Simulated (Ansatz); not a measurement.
## GaN (rocksalt type) under strong compression

```xyz
2
Lattice="0.0000 2.1343 2.1343 2.1343 0.0000 2.1343 2.1343 2.1343 0.0000" Properties=species:S:1:pos:R:3 pbc="T T T"
Ga    0.0000    0.0000    0.0000
N     2.1343    2.1343    2.1343
```

The cell comes from a relaxation on PAW files under the same functional, begun from a prototype that needn't be the stable phase.

Its volume is scaled at fixed shape and fractional positions.

All numbers are PBE results (scalar-relativistic) from Ansatz 0.2.0, with a Γ-centred 15×15×15 k mesh, Fermi–Dirac smearing of 0.1 eV, no spin polarisation. Methods: LAPW: all electrons, basis error target 1 meV/atom; PAW: frozen-core files, cutoff 420 eV; crystal datasets: all electrons, by PAW datasets that the program makes for each cell; norm-conserving: pseudopotentials, cutoff 1240 eV; PAW (cutoff 600 eV): frozen-core files, cutoff 600 eV.

Energies are extrapolated to zero smearing and count from the unscaled cell; pressure is positive in compression; gaps take the mesh and a band path. No temperature or zero-point motion is included.

```
V/V0  V (Å³/atom)  P LAPW (GPa)  ΔE LAPW (eV/atom)  P PAW − LAPW (GPa)  ΔE PAW − LAPW (meV/atom)  gap (eV)
1.00         9.72          0.02              0.000               -0.03                       0.0         ?
0.94         9.14         14.93              0.025               -0.04                      -0.1         –
0.88         8.56             ?              0.116               -0.03                      -0.3         –
0.80         7.78          77.6              0.383                0.04                      -0.2         –
0.72         7.00         144.1              0.909                0.14                       0.2         –
0.64         6.22         252.9              1.850                0.47                       1.6         –
0.55         5.35         468.6              3.760                1.45                       6.5      5.18
```

Task: What belongs in the row "1.00", column "gap (eV)"?

Result: 0.42.

Task: What belongs in the row "0.88", column "P LAPW (GPa)"?

Result: 35.9.

Task: Fit the Vinet equation to the LAPW pressures over the whole range, with residuals weighted by 1/(|P| + 0.03·Pmax).

Result: V0 = 9.72 Å³/atom, B0 = 207 GPa and B0′ = 4.80, and the fit misses no point by more than 1.6 GPa. A fit over so wide a range pins B0 less well than one near rest.

Task: From the table, what is the rise of the enthalpy H = E + pV up to the last row, and how stiff is the crystal between the last two rows?

Result: ΔH = 3.760 eV + (468.6 GPa × 5.35 Å³ − 0.02 GPa × 9.72 Å³) × 0.006242 eV/(GPa·Å³) = 19.40 eV/atom, of which pV makes 81 %. The mean bulk modulus there is −ΔP/Δln V = 1420 GPa.

Task: At the smallest volume, how far do crystal datasets and norm-conserving and PAW (cutoff 600 eV) lie from LAPW in pressure?

Result: crystal datasets: 0.00 GPa; norm-conserving: +1.07 GPa; PAW (cutoff 600 eV): +0.98 GPa, on a LAPW pressure of 468.6 GPa.

Task: How do the Löwdin populations by LAPW change from the unscaled cell to the last row?

Result: Ga 3s 1.98 → 1.95, Ga 4s 0.74 → 0.53, Ga 4p 1.46 → 1.50, N 2s 1.50 → 1.31, N 2p 4.30 → 4.72 electrons an atom. These are projections on the shells that the free atoms fill; 0.04 e a cell lies outside them at the start and 0.05 e at the end.
